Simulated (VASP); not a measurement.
# Pd (Im-3m) in VASP: a series of runs

The runs below take Pd through single point, with PBEsol.

All numbers are computed with VASP 6.6.1; they aren't measurements. Logs are shortened: lines on timing, memory, paths and dates and some standing lists are left out, and cuts for length are marked.

### 1 The structure

The structure is cubic, space group Im-3m (No. 229). Conventional cell: a = 3.082 Å, b = 3.082 Å, c = 3.082 Å, α = 90.00°, β = 90.00°, γ = 90.00°. Pd (site symmetry m-3m) has 8 Pd at 2.67 Å as nearest neighbours.

This isn't the form of Pd at room conditions, which is fcc.

### 2 Single point, PBEsol

INCAR

```
SYSTEM = Pd
ALGO = Normal
EDIFF = 1E-6
ENCUT = 700
GGA = PS
ISIF = 2
ISMEAR = 0
LASPH = .True.
LCHARG = .True.
LELF = .True.
LREAL = .False.
LVHAR = .True.
LWAVE = .False.
NBANDS = 11
NELM = 60
PREC = Accurate
SIGMA = 0.1
```

KPOINTS

```
k-points
0
Gamma
  18 18 18
  0 0 0
```

POSCAR

```
Pd
1.0
   -1.5407700000      1.5407700000      1.5407700000
    1.5407700000     -1.5407700000      1.5407700000
    1.5407700000      1.5407700000     -1.5407700000
Pd
1
Direct
    0.0000000000      0.0000000000      0.0000000000
```

Potentials or basis: VASP PAW PBE potentials, release 64 (Pd).

Run with:

```sh
$ cat potpaw_PBE.64/Pd/POTCAR > POTCAR
$ mpirun -np 1 vasp_std > vasp.out
```

OUTCAR:

```text
SYSTEM = Pd
   EDIFF = 1E-6
   ENCUT = 700
   GGA = PS
   ISIF = 2
   ISMEAR = 0
   LASPH = .True.
   LREAL = .False.
   NELM = 60
   PREC = Accurate

 ion  position               nearest neighbor table
   1  0.000  0.000  0.000-

  LATTYP: Found a body centered cubic cell.
 ALAT       =     3.0815400000

  Lattice vectors:

 A1 = (  -1.5407700000,   1.5407700000,   1.5407700000)
 A2 = (   1.5407700000,  -1.5407700000,   1.5407700000)
 A3 = (   1.5407700000,   1.5407700000,  -1.5407700000)

Analysis of symmetry for initial positions (statically):
=====================================================================
 Subroutine PRICEL returns:
 Original cell was already a primitive cell.

 Routine SETGRP: Setting up the symmetry group for a
 body centered cubic supercell.

 Subroutine GETGRP returns: Found 48 space group operations
 (whereof 48 operations were pure point group operations)
 out of a pool of 48 trial point group operations.

The static configuration has the point symmetry O_h .

Analysis of symmetry for dynamics (positions and initial velocities):
=====================================================================
 Subroutine PRICEL returns:
 Original cell was already a primitive cell.

 Routine SETGRP: Setting up the symmetry group for a
 body centered cubic supercell.

 Subroutine GETGRP returns: Found 48 space group operations
 (whereof 48 operations were pure point group operations)
 out of a pool of 48 trial point group operations.

The dynamic configuration has the point symmetry O_h .

 Subroutine INISYM returns: Found 48 space group operations
 (whereof 48 operations are pure point group operations),
 and found     1 'primitive' translations

----------------------------------------------------------------------------------------

                                     Primitive cell

  volume of cell :      14.6310

  direct lattice vectors                    reciprocal lattice vectors
    -1.540770000  1.540770000  1.540770000     0.000000000  0.324513068  0.324513068
     1.540770000 -1.540770000  1.540770000     0.324513068  0.000000000  0.324513068
     1.540770000  1.540770000 -1.540770000     0.324513068  0.324513068  0.000000000

  length of vectors
     2.668691923  2.668691923  2.668691923     0.458930782  0.458930782  0.458930782

  position of ions in fractional coordinates (direct lattice)
     0.000000000  0.000000000  0.000000000

  ion indices of the primitive-cell ions
   primitive index   ion index
                 1           1

----------------------------------------------------------------------------------------

 KPOINTS: k-points

Automatic generation of k-mesh.
 Grid dimensions read from file:
 generate k-points for:   18   18   18

 Generating k-lattice:

  Cartesian coordinates                     Fractional coordinates (reciprocal lattice)
     0.000000000  0.018028504  0.018028504     0.055555556  0.000000000  0.000000000
     0.018028504  0.000000000  0.018028504     0.000000000  0.055555556  0.000000000
     0.018028504  0.018028504  0.000000000     0.000000000  0.000000000  0.055555556

  Length of vectors
     0.025496155  0.025496155  0.025496155

  Shift w.r.t. Gamma in fractional coordinates (k-lattice)
     0.000000000  0.000000000  0.000000000

 Subroutine IBZKPT returns following result:
 ===========================================

 Found    195 irreducible k-points:

 Following reciprocal coordinates:
            Coordinates               Weight
  0.000000  0.000000  0.000000      1.000000
  0.055556  0.000000  0.000000     12.000000
  0.111111  0.000000  0.000000     12.000000
  0.166667  0.000000  0.000000     12.000000
  0.222222  0.000000  0.000000     12.000000
  0.277778  0.000000  0.000000     12.000000
[... 16 lines left out ...]
  0.333333  0.111111  0.000000     48.000000
  0.388889  0.111111 -0.000000     48.000000
 [... further k-points ...]
   k-points           NKPTS =    195   k-points in BZ     NKDIM =    195   number of bands    NBANDS=     11
   number of dos      NEDOS =    301   number of ions     NIONS =      1
   total plane-waves  NPLWV =  13824
   dimension x,y,z NGX =    24 NGY =   24 NGZ =   24
   dimension x,y,z NGXF=    48 NGYF=   48 NGZF=   48
   ions per type =               1
   NGX,Y,Z   is equivalent  to a cutoff of  14.95, 14.95, 14.95 a.u.
   NGXF,Y,Z  is equivalent  to a cutoff of  29.90, 29.90, 29.90 a.u.
 SYSTEM =  Pd
   PREC   = accura    normal or accurate (medium, high low for compatibility)
   ISTART =      0    job   : 0-new  1-cont  2-samecut
   ICHARG =      2    charge: 1-file 2-atom 10-const
   ISPIN  =      1    spin polarized calculation?
   LNONCOLLINEAR =      F non collinear calculations
   LSORBIT =      F    spin-orbit coupling
   LASPH  =      T    aspherical Exc in radial PAW
   ENCUT  =  700.0 eV  51.45 Ry    7.17 a.u.   5.76  5.76  5.76*2*pi/ulx,y,z
   NELM   =     60;   NELMIN=  2; NELMDL= -5     # of ELM steps
   EDIFF  = 0.1E-05   stopping-criterion for ELM
   LREAL  =      F    real-space projection
   EDIFFG = 0.1E-04   stopping-criterion for IOM
   NSW    =      0    number of steps for IOM
   IBRION =     -1    ionic relax: 0-MD 1-quasi-New 2-CG
   NFREE  =      0    steps in history (QN), initial steepest desc. (CG)
   ISIF   =      2    stress and relaxation
   ISYM   =      2    0-nonsym 1-usesym 2-fastsym
   POTIM  = 0.5000    time-step for ionic-motion
   TEBEG  =    0.0;   TEEND  =   0.0 temperature during run
   PSTRESS=    0.0 pullay stress
   NELECT =      10.0000    total number of electrons
   NUPDOWN=      -1.0000    fix difference up-down
   EMIN   =  10.00;   EMAX   =-10.00  energy-range for DOS
   EFERMI =   0.00;   METHOD = LEGACY
   ISMEAR =     0;   SIGMA  =   0.10  broadening in eV -4-tet -1-fermi 0-gaus
   EFERMI_NEDOS =   21; number of points for ismear=-14 and -15
   IALGO  =     38    algorithm
   IMIX   =      4    mixing-type and parameters
     AMIX     =   0.40;   BMIX     =  1.00
     AMIX_MAG =   1.60;   BMIX_MAG =  1.00
  volume/ion in A,a.u.               =      14.63        98.73
  Fermi-wavevector in a.u.,A,eV,Ry     =   1.442061  2.725100 28.293866  2.079540
  Thomas-Fermi vector in A             =   2.560624
   LORBIT       =      0    0 simple, 1 ext, 2 COOP (PROOUT), +10 PAW based schemes
   GGA     = PS    functional components
   LHFCALC =     F    Hartree Fock is set to
   AEXX    =    0.0000 exact exchange contribution
   IVDW    =     0    specifies the selected vdW correction
   LEPSILON=     F    determine dielectric tensor
   LRPA    =     F    only Hartree local field effects (RPA)
 non-spin polarized calculation
 Gauss-broadening in eV      SIGMA  =   0.10
  energy-cutoff  :      700.00
  volume of cell :       14.63
 maximum number of plane-waves:       632
   NGX = 11   NGY = 11   NGZ = 11

 number of electron      10.0000000 magnetization

 number of electron       9.9999998 magnetization

 Free energy of the ion-electron system (eV)
  ---------------------------------------------------
  ext. energy  EPLUGINS =         0.00000000
  ---------------------------------------------------
  free energy    TOTEN  =        -5.91321713 eV

  energy without entropy =       -5.90732450  energy(sigma->0) =       -5.91027081

 E-fermi :   9.7582     XC(G=0): -13.4253

 val. band max:        9.7431661482   @ k =  -0.4444  -0.4444   0.3333
 cond. band min:       9.7660986725   @ k =   0.5000   0.5000   0.4444
 fundamental gap:      0.0229325243
 Fermi energy:         9.7581769374

 k-point     1 :       0.0000    0.0000    0.0000
  band No.  band energies     occupation
      1       2.4623      2.00000
      2       6.7390      2.00000
      3       6.7390      2.00000
      4       6.7390      2.00000
      5       8.7882      2.00000
      6       8.7882      2.00000
      7      29.0967      0.00000
      8      29.0967      0.00000
      9      29.0967      0.00000
     10      36.0078      0.00000
     11      37.7804      0.00000

 k-point     2 :       0.0556    0.0000    0.0000
  band No.  band energies     occupation
      1       2.5822      2.00000
      2       6.6973      2.00000
      3       6.7404      2.00000
      4       6.8253      2.00000
      5       8.7381      2.00000
      6       8.7912      2.00000
      7      29.0452      0.00000
      8      29.1216      0.00000
      9      29.2450      0.00000
     10      35.9877      0.00000
     11      36.5450      0.00000

 k-point     3 :       0.1111    0.0000    0.0000
  band No.  band energies     occupation
      1       2.9291      2.00000
      2       6.5792      2.00000
      3       6.7416      2.00000
      4       7.0794      2.00000
      5       8.6169      2.00000
      6       8.8013      2.00000
      7      28.7508      0.00000
      8      29.0989      0.00000
      9      29.6745      0.00000
     10      35.2093      0.00000
     11      35.6852      0.00000

 k-point     4 :       0.1667    0.0000    0.0000
  band No.  band energies     occupation
      1       3.4540      2.00000
      2       6.4034      2.00000
      3       6.7510      2.00000
      4       7.4860      2.00000
      5       8.4964      2.00000
      6       8.8210      2.00000
      7      27.8759      0.00000
      8      28.7725      0.00000
      9      30.3410      0.00000
     10      34.6122      0.00000
     11      34.8347      0.00000
[... 239 lines left out ...]
 k-point    22 :       0.2778    0.1111   -0.0000
  band No.  band energies     occupation
      1       4.8110      2.00000
      2       5.8570      2.00000
      3       7.3350      2.00000
      4       8.4645      2.00000
      5       9.0707      2.00000
      6      10.1825      0.00000
      7      22.2140      0.00000
      8      25.5737      0.00000
      9      28.5543      0.00000
     10      32.6277      0.00000
     11      35.8887      0.00000

 k-point    23 :       0.3333    0.1111    0.0000
  band No.  band energies     occupation
      1       4.7242      2.00000
      2       5.7146      2.00000
      3       7.9376      2.00000
      4       8.6085      2.00000
      5       9.2323      2.00000
      6      11.1869      0.00000
      7      20.1503      0.00000
      8      24.9116      0.00000
      9      27.5808      0.00000
     10      33.3696      0.00000
     11      36.0029      0.00000

 k-point    24 :       0.3889    0.1111   -0.0000
  band No.  band energies     occupation
      1       4.6272      2.00000
      2       5.6262      2.00000
      3       8.2962      2.00000
      4       8.6761      2.00000
      5       9.4949      1.99980
      6      12.1910      0.00000
      7      18.4581      0.00000
      8      24.4737      0.00000
      9      26.9382      0.00000
     10      33.9172      0.00000
     11      36.1266      0.00000

 [... further k-points ...]

------------------------ aborting loop because EDIFF is reached ----------------------------------------

  FORCE on cell =-STRESS in cart. coord.  units (eV):
  Direction    XX          YY          ZZ          XY          YZ          ZX
  --------------------------------------------------------------------------------------
  -------------------------------------------------------------------------------------
  Total        0.0109230      0.0109230      0.0109230     -0.0000000     -0.0000000      0.0000000
  in kB        1.1961358      1.1961358      1.1961358     -0.0000000     -0.0000000      0.0000000
  external PRESSURE =       1.1961358 kB  Pullay stress =       0.0000000 kB

 VOLUME and BASIS-vectors are now :
 -----------------------------------------------------------------------------
  energy-cutoff  :      700.00
  volume of cell :       14.63
      direct lattice vectors                 reciprocal lattice vectors
    -1.540770000  1.540770000  1.540770000     0.000000000  0.324513068  0.324513068
     1.540770000 -1.540770000  1.540770000     0.324513068  0.000000000  0.324513068
     1.540770000  1.540770000 -1.540770000     0.324513068  0.324513068  0.000000000

 POSITION                                       TOTAL-FORCE (eV/Angst)
 -----------------------------------------------------------------------------------
      0.00000      0.00000      0.00000        -0.000000     -0.000000      0.000000
 -----------------------------------------------------------------------------------
    total drift:                               -0.000000      0.000000      0.000000

  FREE ENERGIE OF THE ION-ELECTRON SYSTEM (eV)
  ---------------------------------------------------
  free  energy   TOTEN  =        -5.9132171326 eV

  energy  without entropy=       -5.9073244968  energy(sigma->0) =       -5.91027081
```

It used 48 s of CPU time on 1 thread of Intel(R) Xeon(R) Platinum 8175M CPU @ 2.50GHz (Skylake/Cascade Lake), with other jobs on the host, which was overloaded at the time.

Results:

```
Free energy            : -5.9132 eV
Pressure               : 0.1 GPa
Band gap on the k mesh : none (metal or under the smearing width)
```

Caveat: the PAW data sets were made with another functional, which shifts forces and pressure a little.

### 3 Single point, PBEsol

Edit INCAR of step 2 so:

```diff
@@ -3,3 +3,3 @@
 EDIFF = 1E-6
-ENCUT = 700
+ENCUT = 520
 GGA = PS
```

KPOINTS

```
k-points
0
Gamma
  28 28 28
  0 0 0
```

POSCAR is that of step 2.

Potentials or basis: VASP PAW PBE potentials, release 64 (Pd).

Run with:

```sh
$ cat potpaw_PBE.64/Pd/POTCAR > POTCAR
$ mpirun -np 1 vasp_std > vasp.out
```

It used 130 s of CPU time on 1 thread of Intel(R) Xeon(R) Platinum 8175M CPU @ 2.50GHz (Skylake/Cascade Lake), with other jobs on the host, which was overloaded at the time.

Results (log left out):

* Free energy: -5.9097 eV
* Pressure: 0.0 GPa
* Band gap on the k mesh: none (metal or under the smearing width)

Levels at points of the mesh, in eV from the Fermi level:
| k point | band 2 | band 3 | band 4 | band 5 | band 6 | band 7 | band 8 | band 9 |
| --- | --- | --- | --- | --- | --- | --- | --- | --- |
| (0.00, 0.00, 0.00) | -3.00 | -3.00 | -3.00 | -0.95 | -0.95 | 19.36 | 19.36 | 19.36 |
| (0.50, 0.00, 0.00) | -4.23 | -1.03 | -0.70 | 0.64 | 1.31 | 8.00 | 15.12 | 17.89 |
| (0.50, 0.50, 0.50) | -5.33 | 0.24 | 0.24 | 0.24 | 9.20 | 9.20 | 9.20 | 17.80 |

Caveat: the PAW data sets were made with another functional, which shifts forces and pressure a little.

### 4 Single point, PBEsol

Edit INCAR of step 3 so:

```diff
@@ -16,2 +16,2 @@
 PREC = Accurate
-SIGMA = 0.1
+SIGMA = 0.5
```

KPOINTS

```
k-points
0
Gamma
  18 18 18
  0 0 0
```

POSCAR is that of step 3.

Potentials or basis: VASP PAW PBE potentials, release 64 (Pd).

Run with:

```sh
$ cat potpaw_PBE.64/Pd/POTCAR > POTCAR
$ mpirun -np 1 vasp_std > vasp.out
```

OUTCAR:

```text
SYSTEM = Pd
   EDIFF = 1E-6
   ENCUT = 520
   GGA = PS
   ISIF = 2
   ISMEAR = 0
   LASPH = .True.
   LREAL = .False.
   NELM = 60
   PREC = Accurate

 ion  position               nearest neighbor table
   1  0.000  0.000  0.000-

  LATTYP: Found a body centered cubic cell.
 ALAT       =     3.0815400000

  Lattice vectors:

 A1 = (  -1.5407700000,   1.5407700000,   1.5407700000)
 A2 = (   1.5407700000,  -1.5407700000,   1.5407700000)
[... 516 lines left out ...]
      9      26.9392      0.00000
     10      33.9184      0.00000
     11      35.9051      0.00000

 [... further k-points ...]

------------------------ aborting loop because EDIFF is reached ----------------------------------------

  FORCE on cell =-STRESS in cart. coord.  units (eV):
  Direction    XX          YY          ZZ          XY          YZ          ZX
  --------------------------------------------------------------------------------------
  -------------------------------------------------------------------------------------
  Total        0.1119705      0.1119705      0.1119705      0.0000000     -0.0000000      0.0000000
  in kB       12.2614148     12.2614148     12.2614148      0.0000000     -0.0000000      0.0000000
  external PRESSURE =      12.2614148 kB  Pullay stress =       0.0000000 kB

 VOLUME and BASIS-vectors are now :
 -----------------------------------------------------------------------------
  energy-cutoff  :      520.00
  volume of cell :       14.63
      direct lattice vectors                 reciprocal lattice vectors
    -1.540770000  1.540770000  1.540770000     0.000000000  0.324513068  0.324513068
     1.540770000 -1.540770000  1.540770000     0.324513068  0.000000000  0.324513068
     1.540770000  1.540770000 -1.540770000     0.324513068  0.324513068  0.000000000

 POSITION                                       TOTAL-FORCE (eV/Angst)
 -----------------------------------------------------------------------------------
      0.00000      0.00000      0.00000        -0.000000     -0.000000      0.000000
 -----------------------------------------------------------------------------------
    total drift:                                0.000000     -0.000000      0.000000

  FREE ENERGIE OF THE ION-ELECTRON SYSTEM (eV)
  ---------------------------------------------------
  free  energy   TOTEN  =        -5.9824980585 eV

  energy  without entropy=       -5.8352207968  energy(sigma->0) =       -5.90885943
```

OSZICAR:

```text
N       E                     dE             d eps       ncg     rms          rms(c)
DAV:   1     0.420389319654E+02    0.42039E+02   -0.51983E+03  4298   0.857E+02
DAV:   2    -0.580689905223E+01   -0.47846E+02   -0.46306E+02  4811   0.184E+02
DAV:   3    -0.634366688646E+01   -0.53677E+00   -0.53566E+00  5164   0.209E+01
DAV:   4    -0.634603163689E+01   -0.23648E-02   -0.23645E-02  5211   0.146E+00
DAV:   5    -0.634605590468E+01   -0.24268E-04   -0.24266E-04  5470   0.133E-01    0.850E+00
DAV:   6    -0.599991216851E+01    0.34614E+00   -0.13889E+00  5247   0.961E+00    0.388E+00
DAV:   7    -0.598711156072E+01    0.12801E-01   -0.19851E-02  5573   0.103E+00    0.203E+00
DAV:   8    -0.598250478044E+01    0.46068E-02   -0.14126E-03  5359   0.331E-01    0.997E-02
DAV:   9    -0.598249411483E+01    0.10666E-04   -0.40643E-05  5654   0.581E-02    0.170E-02
DAV:  10    -0.598249833074E+01   -0.42159E-05   -0.21051E-06  5342   0.140E-02    0.498E-03
DAV:  11    -0.598249805850E+01    0.27224E-06   -0.27186E-08  3573   0.149E-03
   1 F= -.59824981E+01 E0= -.59088594E+01  d E =-.147277E+00
```

stdout:

```text
POSCAR found type information on POSCAR Pd
 POSCAR found :  1 types and       1 ions
 scaLAPACK will be used
 -----------------------------------------------------------------------------
|                                                                             |
|                                                                             |
|     You enforced a specific xc type in the INCAR file but a different       |
|     I HOPE YOU KNOW WHAT YOU ARE DOING!                                     |
|                                                                             |
 -----------------------------------------------------------------------------

 LDA part: xc-table for (Slater+PW92), standard interpolation
 POSCAR, INCAR and KPOINTS ok, starting setup
 FFT: planning ... GRIDC
 FFT: planning ... GRID_SOFT
 FFT: planning ... GRID
 WAVECAR not read
 entering main loop
```

It used 44 s of CPU time on 1 thread of Intel(R) Xeon(R) Platinum 8175M CPU @ 2.50GHz (Skylake/Cascade Lake), on a shared host, which was overloaded at the time.

What came out:

```yaml
Free_energy: -5.9825 eV
Pressure: 1.2 GPa
Band_gap_on_the_k_mesh: none (metal or under the smearing width)
```

Caveat: the PAW data sets were made with another functional, which shifts forces and pressure a little.

### 5 Overview

```csv
k mesh,cutoff (eV),smearing,gap on the mesh (eV),pressure (GPa)
18 × 18 × 18,700,gaussian 0.1 eV,none,0.1
28 × 28 × 28,520,gaussian 0.1 eV,none,0.0
18 × 18 × 18,520,gaussian 0.5 eV,none,1.2
```

Alike in all rows: task single point; level PBEsol; potentials or basis VASP PAW PBE potentials, release 64 (Pd); no spin polarisation; cell as given.

Every run on the cell as given and a fine mesh finds a metal.

Caveats: the PAW data sets were made with another functional, which shifts forces and pressure a little.

Absolute energies hang on the potentials; compare differences alone.
